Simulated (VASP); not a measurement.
```
GeO2
1.0
    4.48609     0.00000     0.00000
    0.00000     4.48609     0.00000
    0.00000     0.00000     2.90943
Ge O
2 4
Cartesian
  0.00000   4.48609   0.00000
  2.24305   2.24305   1.45472
  1.37683   1.37683   2.90943
  3.61988   0.86621   1.45472
  0.86621   3.61988   1.45472
  3.10926   3.10926   0.00000
```

The numbers are results of PBE GGA, VASP's PBE PAW potentials (set 64) (plane waves; VASP), not measurements. Run with 520 eV cut-off, 9×9×14 Γ-centred mesh, Gaussian smearing of 0.010 eV, potentials Ge_d O.

Problem. The job: GeO₂ (rutile), 6 atoms, PBE, optics run with many empty bands, 520 eV, 9×9×14 Γ-centred mesh. Roughly how much core time does it take on a busy server core?

Solution. About 8 core-minutes (one run on a shared machine, a rough figure). It had 120 irreducible k-points, 93 bands, up to 1598 plane waves and 15 electronic steps.

The compound is GeO2 in the rutile structure. It was relaxed first, which changed the volume by +6 %.
